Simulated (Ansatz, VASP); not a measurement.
**One calculation of InPd, two programs**

```
CELL_PARAMETERS angstrom
3.27188 0.00000 0.00000
0.00000 3.27188 0.00000
0.00000 0.00000 3.27188
ATOMIC_POSITIONS crystal
In 0.00000 0.00000 0.00000
Pd 0.50000 0.50000 0.50000
```

The cell comes from a database or a generator and needn't be the stable form of this composition.

Alike in both runs: task single point; functional PBE; k mesh 8 × 8 × 8; occupations gaussian, width 0.012 eV; no spin polarisation.

```csv
,VASP,Ansatz
version,VASP 6.6.1,Ansatz 0.2.0
potentials or method,"VASP PAW PBE potentials, release 64 (In_d, Pd)",Ansatz PAW
plane-wave cutoff (eV),520,420
valence electrons in the cell,23,31
```

Ansatz gave:

| Item | Value |
| --- | --- |
| gap on the k mesh at the Fermi level (eV) | none |
| pressure (GPa) | 3.7 |

Q: Which values does VASP return?

A: gap on the k mesh at the Fermi level (eV): none; pressure (GPa): 3.8.

A gap of «none» marks a metal or a gap that the smearing closes. The two sets of potentials don't hold the same shells in valence.
